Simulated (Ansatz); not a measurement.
The elements of this relaxed trial crystal are hidden behind letters.

```
lattice vectors (Å)
   3.0941    1.7864    3.6144
  -3.0941    1.7864    3.6144
   0.0000   -3.5727    3.6144
fractional positions
X 0.1778 0.1778 0.1778
X 0.8222 0.8222 0.8222
X 0.5960 0.0000 0.4040
X 0.4040 0.5960 0.0000
X 0.0000 0.4040 0.5960
Z 0.3480 0.3480 0.3480
Z 0.0856 0.5000 0.9144
Z 0.9144 0.0856 0.5000
Z 0.5000 0.9144 0.0856
Z 0.6520 0.6520 0.6520
```

These are results of DFT PBE, scalar-relativistic, plane waves, PAW (Ansatz 0.2.0), not measurements. The final run on the 10-atom cell used 420 eV, a Γ-centred 6×6×6 mesh, 0.02 eV smearing and no spin polarisation.

```
Space group                               : R32 (No. 155)
Conventional cell                         : a = 6.188 Å, c = 10.843 Å
Volume per atom                           : 11.99 Å³
Density                                   : 1.80 g/cm³
Energy over the elements                  : −2.831 eV/atom
Gap on the 6×6×6 mesh of the 10-atom cell : 6.13 eV
```

Energies are uncorrected and count from the elements' standard states at the same level.

Q: X is an s-block element of period 2 and Z is a p-block element of period 2. Which elements are they?

A: X = Li, Z = F, so the formula is LiF. Density times volume gives a mean mass of 1.80 × 11.99/1.6605 = 13.0 u per atom, and this set has 13.0 u. Among the elements that the hints allow, noble gases aside, only these give it. Around Li on a site of symmetry 3 lie 4 F at 1.85–1.87 Å; around Li on a site of symmetry 2 lie 4 F at 1.89–1.98 Å; around F on a site of symmetry 3 lie 4 Li at 1.85–1.89 Å; 1 more site not described.

Kohn–Sham gaps at this level usually fall short of measured ones. Symmetry constrained the relaxation, so the result can be a saddle point. Another cell of LiF relaxed alike, in Fm-3m, lies 114 meV/atom lower, so this cell isn't the stable form at this level.
